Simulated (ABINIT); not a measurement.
# BP (F-43m) in ABINIT: notebook, part 2 of 2

ABINIT 10.8.3 (patched build). Earlier steps stand in the parts before.

## 3. Equation of state, PBE+D4

Input file run.py:

```python
import json, os
import numpy as np
from ase.eos import EquationOfState
from ase.units import GPa
from ase.calculators.mixing import SumCalculator
from dftd4.ase import DFTD4
from ase.calculators.abinit import Abinit, AbinitProfile
from ase import Atoms

atoms = Atoms(['P', 'B'],
              cell=[[0.0, 2.269, 2.269], [2.269, 0.0, 2.269], [2.269, 2.269, 0.0]],
              scaled_positions=[[0.75, 0.75, 0.75], [0.0, 0.0, 0.0]],
              pbc=True)

profile = AbinitProfile(command='abinit', pp_paths=[os.path.abspath('pseudos')])
params = dict(
    pps='pawxml', xc='PBE',
    ecut=544.2277,
    pawecutdg=1088.4554,
    pawxcdev=0,
    kptopt=1,
    ngkpt=[10, 10, 10],
    nshiftk=1,
    shiftk=[0.0, 0.0, 0.0],
    ixc=11,
    nband=8,
    occopt=3,
    tsmear=0.05,
    nstep=100,
    tolvrs=1e-09,
    prtwf=0,
    prtden=0,
)

cell0 = atoms.cell.copy()
volumes, energies = [], []
for i, x in enumerate([0.94, 0.96, 0.98, 1.0, 1.02, 1.04, 1.06]):
    atoms.set_cell(cell0 * x ** (1 / 3), scale_atoms=True)
    atoms.calc = SumCalculator([Abinit(profile=profile, directory=f'v{i}', **params), DFTD4(method='pbe')])
    volumes.append(atoms.get_volume() / len(atoms))
    dft, disp = atoms.calc.mixer.calcs
    energies.append((dft.get_property('free_energy', atoms) + disp.get_property('energy', atoms)) / len(atoms))
    print(f'{x:5.2f} {volumes[-1]:10.5f} A^3/atom {energies[-1]:14.6f} eV/atom', flush=True)
    json.dump(dict(volumes=volumes, energies=energies), open('results.json', 'w'))
v0, e0, b0 = EquationOfState(volumes, energies, eos='vinet').fit()
print(f'V0 {v0:.4f} A^3/atom  E0 {e0:.6f} eV/atom  B0 {b0 / GPa:.2f} GPa')
```

Potentials or basis: JTH PAW PBE v2.0.

Started as:

```
> python run.py
```

Log:

```text
0.94   10.98073 A^3/atom    -130.404964 eV/atom
 0.96   11.21437 A^3/atom    -130.412776 eV/atom
 0.98   11.44800 A^3/atom    -130.414966 eV/atom
 1.00   11.68163 A^3/atom    -130.412115 eV/atom
 1.02   11.91526 A^3/atom    -130.404678 eV/atom
 1.04   12.14890 A^3/atom    -130.393083 eV/atom
 1.06   12.38253 A^3/atom    -130.377737 eV/atom
V0 11.4292 A^3/atom  E0 -130.414991 eV/atom  B0 171.12 GPa
```

abinit.in:

```text
ecut 544.2277 eV
ixc 11
kptopt 1
natom 2
nband 8
ngkpt
10 10 10
nshiftk 1
nsppol 1
nstep 100
occopt 3
pawecutdg 1088.4554 eV
pawxcdev 0
prtden 0
prtwf 0
shiftk
0.0 0.0 0.0
tolvrs 1e-09
tsmear 0.05 eV
#Definition of the unit cell
acell
1.00000000000000 1.00000000000000 1.00000000000000 Angstrom
rprim
0.00000000000000 2.31350149407601 2.31350149407601
2.31350149407601 0.00000000000000 2.31350149407601
2.31350149407601 2.31350149407601 0.00000000000000
chkprim 0 # Allow non-primitive cells
#Definition of the atom types
ntypat 2
znucl 5 15
#Enumerate different atomic species
typat
 2 1
pseudos "./pseudos/B.GGA_PBE-JTH.xml,
./pseudos/P.GGA_PBE-JTH.xml"
#Definition of the atoms
xcart
6.55782632327730 6.55782632327730 6.55782632327730
0.00000000000000 0.00000000000000 0.00000000000000
chkexit 1 # abinit.exit file in the running directory terminates after the current SCF
```

abinit.abo:

```text
.Version 10.8.3 of ABINIT
 Symmetries : space group F-4 3 m (#216); Bravais cF (face-center cubic)
================================================================================
 Values of the parameters that define the memory need of the present run
     intxc =       0    ionmov =       0      iscf =      17    lmnmax =       8
     lnmax =       4     mgfft =      27  mpssoang =       2    mqgrid =    3001
     natom =       2  nloc_mem =       2    nspden =       1   nspinor =       1
    nsppol =       1      nsym =      24    n1xccc =       1    ntypat =       2
    occopt =       3   xclevel =       2
       mpw =         728          nfft =       19683          nkpt =          47
 PAW method is used; the additional fine FFT grid is defined by:
   mgfftf=        36    nfftf =     46656
================================================================================
================================================================================

--------------------------------------------------------------------------------
------------- Echo of variables that govern the present computation ------------
--------------------------------------------------------------------------------
 -outvars: echo values of preprocessed input variables --------
            acell      1.8897261259E+00  1.8897261259E+00  1.8897261259E+00 Bohr
              amu      1.08110000E+01  3.09737620E+01
          chkexit           1
          chkprim           0
             ecut      1.99999991E+01 Hartree
              ixc          11
         kptrlatt       10    0    0      0   10    0      0    0   10
          kptrlen      6.18277795E+01
            natom           2
            nband           8
            ngfft          27      27      27
          ngfftdg          36      36      36
             nkpt          47
            nstep         100
             nsym          24
           ntypat           2
           occopt           3
        pawecutdg      3.99999982E+01 Hartree
         pawxcdev           0
           prtden           0
            prtwf           0
            rprim      0.0000000000E+00  2.3135014941E+00  2.3135014941E+00
                       2.3135014941E+00  0.0000000000E+00  2.3135014941E+00
                       2.3135014941E+00  2.3135014941E+00  0.0000000000E+00
          spgroup         216
           tolvrs      1.00000000E-09
           tsmear      1.83746611E-03 Hartree
            typat      2  1
           useylm           1
           xangst      3.4702522410E+00  3.4702522410E+00  3.4702522410E+00
                      -1.3011726084E-10 -1.3011726084E-10 -1.3011726084E-10
            xcart      6.5578263233E+00  6.5578263233E+00  6.5578263233E+00
                      -2.4588598724E-10 -2.4588598724E-10 -2.4588598724E-10
             xred      7.4999999997E-01  7.4999999997E-01  7.4999999997E-01
                      -2.8121283080E-11 -2.8121283080E-11 -2.8121283080E-11
[... 125 lines left out ...]
       0.749999999972      0.749999999972      0.749999999972
      -0.000000000028     -0.000000000028     -0.000000000028
 rms dE/dt=  9.5940E-29; max dE/dt=  1.3463E-28; dE/dt below (all hartree)
    1       0.000000000000      0.000000000000     -0.000000000000
    2      -0.000000000000     -0.000000000000      0.000000000000

 cartesian coordinates (angstrom) at end:
    1      3.47025224098390     3.47025224098390     3.47025224098390
    2     -0.00000000013012    -0.00000000013012    -0.00000000013012

 cartesian forces (hartree/bohr) at end:
    1      0.00000000000000     0.00000000000000    -0.00000000000000
    2     -0.00000000000000    -0.00000000000000     0.00000000000000
 frms,max,avg= 1.6584743E-29 2.5983298E-29   0.000E+00  0.000E+00  0.000E+00 h/b

 cartesian forces (eV/Angstrom) at end:
    1      0.00000000000000     0.00000000000000    -0.00000000000000
    2     -0.00000000000000    -0.00000000000000     0.00000000000000
 frms,max,avg= 8.5282175E-28 1.3361149E-27   0.000E+00  0.000E+00  0.000E+00 e/A
 length scales=  1.889726125908  1.889726125908  1.889726125908 bohr
              =  1.000000000000  1.000000000000  1.000000000000 angstroms
 Fermi (or HOMO) energy (hartree) =   0.30723   Average Vxc (hartree)=  -0.39222
 Eigenvalues (hartree) for nkpt=  47  k points:
 kpt#   1, nband=  8, wtk=  0.00100, kpt=  0.0000  0.0000  0.0000 (reduced coord)
  -0.26595    0.28362    0.28362    0.28362    0.40566    0.40566    0.40566    0.52236
      occupation numbers for kpt#   1
   2.00000    1.99999    1.99999    1.99999    0.00000    0.00000    0.00000    0.00000
 prteigrs : prtvol=0 or 1, do not print more k-points.

--- !EnergyTerms
iteration_state     : {dtset: 1, }
comment             : Components of total free energy in Hartree
kinetic             :  4.27194215332050E+00
hartree             :  6.57321516588485E-01
xc                  : -3.39809265956621E+00
Ewald energy        : -1.02898075945862E+01
psp_core            :  2.22081819376131E-01
local_psp           : -3.08000211163581E+00
[... 1 set-up line as earlier in the session ...]
internal            : -9.55806074218058E+00
'-kT*entropy'       : -8.67215442461607E-10
total_energy        : -9.55806074304779E+00
total_energy_eV     : -2.60088082641622E+02
...

--- !EnergyTermsDC
iteration_state     : {dtset: 1, }
comment             : '"Double-counting" decomposition of free energy'
band_energy         :  4.24894280573035E-01
Ewald energy        : -1.02898075945862E+01
psp_core            :  2.22081819376131E-01
xc_dc               : -2.15722561938575E-01
[... 1 set-up line as earlier in the session ...]
internal            : -9.55805842761400E+00
'-kT*entropy'       : -8.67215442461607E-10
total_energy_dc     : -9.55805842848121E+00
total_energy_dc_eV  : -2.60088019659056E+02
...

--- !EnergyTermsWithPAWCore
iteration_state     : {dtset: 1, }
comment             : 'Components of total free energy, including PAW core contributions'
Total energy        : -3.66978402824356E+02
Total energy DC     : -3.66978400509789E+02
Total energy (eV)   : -9.98599106318675E+03
Total energy DC (eV): -9.98599100020418E+03
...

 Cartesian components of stress tensor (hartree/bohr^3)
  sigma(1 1)=  2.60491473E-04  sigma(3 2)=  0.00000000E+00
  sigma(2 2)=  2.60491473E-04  sigma(3 1)=  0.00000000E+00
  sigma(3 3)=  2.60491473E-04  sigma(2 1)=  0.00000000E+00

-Cartesian components of stress tensor (GPa)         [Pressure= -7.6639E+00 GPa]
- sigma(1 1)=  7.66392374E+00  sigma(3 2)=  0.00000000E+00
- sigma(2 2)=  7.66392374E+00  sigma(3 1)=  0.00000000E+00
- sigma(3 3)=  7.66392374E+00  sigma(2 1)=  0.00000000E+00

== END DATASET(S) ==============================================================
================================================================================

 -outvars: echo values of variables after computation  --------
            acell      1.8897261259E+00  1.8897261259E+00  1.8897261259E+00 Bohr
           etotal     -9.5580584285E+00
            fcart      8.6610993298E-30  8.6610993298E-30 -2.5983297990E-29
                      -8.6610993298E-30 -8.6610993298E-30  2.5983297990E-29
            rprim      0.0000000000E+00  2.3135014941E+00  2.3135014941E+00
                       2.3135014941E+00  0.0000000000E+00  2.3135014941E+00
                       2.3135014941E+00  2.3135014941E+00  0.0000000000E+00
           strten      2.6049147328E-04  2.6049147328E-04  2.6049147328E-04
                       0.0000000000E+00  0.0000000000E+00  0.0000000000E+00
           xangst      3.4702522410E+00  3.4702522410E+00  3.4702522410E+00
                      -1.3011726084E-10 -1.3011726084E-10 -1.3011726084E-10
             xred      7.4999999997E-01  7.4999999997E-01  7.4999999997E-01
                      -2.8121283080E-11 -2.8121283080E-11 -2.8121283080E-11
 Calculation completed.
```

Wall time 98 s (1 thread of Intel Xeon Platinum 8259CL at 2.50GHz (Skylake/Cascade Lake), shared host); peak memory 0.09 GiB.

What came out:

- Equilibrium volume: 11.43 Å³/atom
- Bulk modulus: 171 GPa
- Pressure derivative of the bulk modulus: 3.9

Energy against volume, from the lowest point:
```csv
volume (Å³/atom),energy (meV/atom)
10.981,10.00
11.214,2.19
11.448,0.00
11.682,2.85
11.915,10.29
12.149,21.88
12.383,37.23
```

Caveat: pressures at fixed basis lie under the slope of the energies; the log and the count of SCF iterations are those of the last ABINIT call alone.

## 4. How close it comes

Step 2. A measured bulk modulus of BP is 179 GPa (300 K; “Equation of state of single-crystal cubic boron phosphide”, 2014, arxiv:1407.1677); the calculated 171 GPa misses it by -4.6 %. 3 values of this kind are on record (173 to 179 GPa); this one was drawn at random among those near their median, those with a stated uncertainty first. The fit is for a static lattice scaled at fixed shape and fixed fractional positions.

Step 3. Against the measured bulk modulus of BP, 179 GPa (300 K; “Equation of state of single-crystal cubic boron phosphide”, 2014, arxiv:1407.1677), the calculated 171 GPa is off by -4.4 %. 3 values of this kind are on record (173 to 179 GPa); this one was drawn at random among those near their median, those with a stated uncertainty first. The fit is for a static lattice scaled at fixed shape and fixed fractional positions.
